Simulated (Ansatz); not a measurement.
By PBEsol, the system below comes out a metal.

The ballistic (Sharvin) conductance counts the channels at the Fermi level: G/A = (e²/h) × channels of both spins per area.

Input:

```
CELL_PARAMETERS angstrom
      3.06952     0.00000     0.00000
     -1.53476    17.89146     0.00000
      1.53476     0.39496     2.62878
ATOMIC_POSITIONS crystal
  Ti 0.30175 0.63508 0.03159
  Ti 0.69825 0.36492 0.96841
  Ti 0.46841 0.13508 0.19825
  Ti 0.53159 0.86492 0.80175
  Ti 0.50000 0.50000 0.50000
  Ti 0.00000 0.00000 0.00000
  Si 0.25000 0.25000 0.75000
  Si 0.75000 0.75000 0.25000
  C  0.90582 0.57249 0.76084
  C  0.09418 0.42751 0.23916
  C  0.73916 0.07249 0.59418
  C  0.26084 0.92751 0.40582
```

The cell is taken as given; by PBEsol it stands under a pressure of -5.0 GPa.

The current flows along the normal of the first two printed cell vectors, the (101) plane of the conventional cell. No spin-orbit coupling; the value is a mean over 0.1 eV about the Fermi level.

Problem. Predict the ballistic conductance per area from Ansatz (a quantum-chemistry and plane-wave program) with PBEsol.

Solution. 0.47 × 10¹⁵ S/m² for both spins.
